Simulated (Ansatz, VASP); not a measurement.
**One calculation of Hg2H, two programs**

Contents of INCAR:

```
SYSTEM = Hg2H
  PREC = Accurate
  ENCUT = 520
  EDIFF = 1E-7
  ISMEAR = 0
  SIGMA = 0.1
  LREAL = .FALSE.
  LASPH = .TRUE.
  NELM = 100
  ALGO = Normal
  ISIF = 2
  LWAVE = .FALSE.
  LCHARG = .TRUE.
  GGA = PE
  LELF = .TRUE.
  LVHAR = .TRUE.
  NBANDS = 20
```

File KPOINTS:

```
Automatic mesh
0
G
  12 12 12
  0 0 0
```

File POSCAR:

```
Hg2H
1.0
    0.0000000000      3.1083424372      3.1083424372
    3.1083424372      0.0000000000      3.1083424372
    3.1083424372      3.1083424372      0.0000000000
Hg H
2 1
Direct
    0.7500000000      0.7500000000      0.7500000000
    0.2500000000      0.2500000000      0.2500000000
    0.0000000000      0.0000000000      0.0000000000
```

Input for Ansatz:

```yaml
crystal:
  lattice:
    - [0.0, 3.1083424372, 3.1083424372]
    - [3.1083424372, 0.0, 3.1083424372]
    - [3.1083424372, 3.1083424372, 0.0]
  atoms:
    - { symbol: Hg, position: [0.75, 0.75, 0.75] }
    - { symbol: Hg, position: [0.25, 0.25, 0.25] }
    - { symbol: H, position: [0.0, 0.0, 0.0] }
basis:
  ecutwfc: 420
kpoints:
  mp_grid: { grid: [12, 12, 12] }
  band_path:
    path:
      - [[0.0, 0.0, 0.0], [0.5, 0.0, 0.5], [0.625, 0.25, 0.625]]
      - [[0.375, 0.375, 0.75], [0.0, 0.0, 0.0], [0.5, 0.5, 0.5], [0.5, 0.25, 0.75], [0.5, 0.0, 0.5]]
    npoints: 14
hamiltonian:
  xc: pbe
scf:
  occupations: { method: gaussian, width: 0.1 }
  n_extra_bands: 7
output:
  forces: true
  stress: true
  eigenvalues: true
  populations: true
  dos: { projected: true, de: 0.02, nscf_kmesh: { grid: [18, 18, 18] } }
  bader: true
  write_density: true
  write_potential: true
  elf: true
  volumetric_format: npy
```

The cell was built by a generator and needn't be a form met in nature.

Alike in both runs: task single point; functional PBE; k mesh 12 × 12 × 12; occupations gaussian, width 0.1 eV; no spin polarisation.

|  | VASP | Ansatz |
| --- | --- | --- |
| version | VASP 6.6.1 | Ansatz 0.2.0 |
| potentials or method | VASP PAW PBE potentials, release 64 (Hg, H) | scalar-relativistic, plane waves, PAW |
| plane-wave cutoff (eV) | 520 | 420 |
| valence electrons in the cell | 25 | 41 |

Ansatz gave:

- gap on the k mesh at the Fermi level (eV): none
- pressure (GPa): 0.0

Question: What did VASP give for the same quantities?

Answer: gap on the k mesh at the Fermi level (eV): none; pressure (GPa): 0.2.

A gap of «none» marks a metal or a gap that the smearing closes. The two sets of potentials don't hold the same shells in valence.

Spin-orbit coupling is left out, which matters for the levels of Hg.
